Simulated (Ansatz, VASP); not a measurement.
**Zr: VASP beside Ansatz**

```
Zr
1.0
     3.22119    0.00000    0.00000
    -1.61059    2.78963    0.00000
     0.00000    0.00000    5.12979
Zr
2
Direct
  0.33333 0.66667 0.25000
  0.66667 0.33333 0.75000
```

Change from the starting cell: volume scaled by 0.99, crystal datasets.

Alike in both runs: task electric field gradients; functional PBE; k mesh 13 × 13 × 7; occupations fermi-dirac, width 0.08 eV; no spin polarisation.

```csv
,VASP,Ansatz
version,VASP 6.6.1,Ansatz 0.2.0
potentials or method,"VASP PAW PBE potentials, release 64 (Zr_sv), cutoff 520 eV","all-electron PAW with datasets made for the crystal, scalar-relativistic"
```

|  | VASP | Ansatz | Ansatz less VASP |
| --- | --- | --- | --- |
| pressure (GPa) | 1.5 | 1.5 | +0.01 |
| largest component of the traceless stress (GPa) | 0.50 | 0.51 | +0.002 |
| Vzz of the field gradient on the site that differs most (V/Å²) | 42.7 | 43.2 | +0.47 |

Ansatz ran all-electron here, so the differences hold the error of VASP's frozen core and of both bases. Ansatz warned: «gradients_without_spin_orbit».
